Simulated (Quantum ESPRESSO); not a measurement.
The system is SiC (Moissanite).

```xyz
4
Lattice="3.0760 0.0000 0.0000 -1.5380 2.6639 0.0000 0.0000 0.0000 5.0480" Properties=species:S:1:pos:R:3 pbc="T T T"
Si    1.5380    0.8880    2.5240
Si    0.0000    1.7759    0.0000
C     1.5380    0.8880    4.4675
C     0.0000    1.7759    1.9435
```

Base run:

| Item | Value |
| --- | --- |
| Program | Quantum ESPRESSO 7.5 |
| Functional | PBEsol |
| Potentials or basis | PseudoDojo 0.4.1 SR PBEsol standard |
| Cutoff | 776 eV |
| Density cutoff | 3129 eV |
| k mesh | 6 × 6 × 4 |
| Occupations | fixed |
| Spin | no spin polarisation |

Its results: band gap on the k mesh, mean-field level 2.16 eV, indirect (least direct gap 3.96 eV).

Q: The run is repeated on the same cell with these changes: functional from PBEsol to PBE; potentials or basis from PseudoDojo 0.4.1 SR PBEsol standard to SG15 PBE 1.2; cutoff from 776 eV to 952 eV; density cutoff from 3129 eV to 3810 eV. What comes out?

A: Band gap on the k mesh, mean-field level 2.35 eV, indirect (least direct gap 4.09 eV).

A k mesh can miss the band edges.
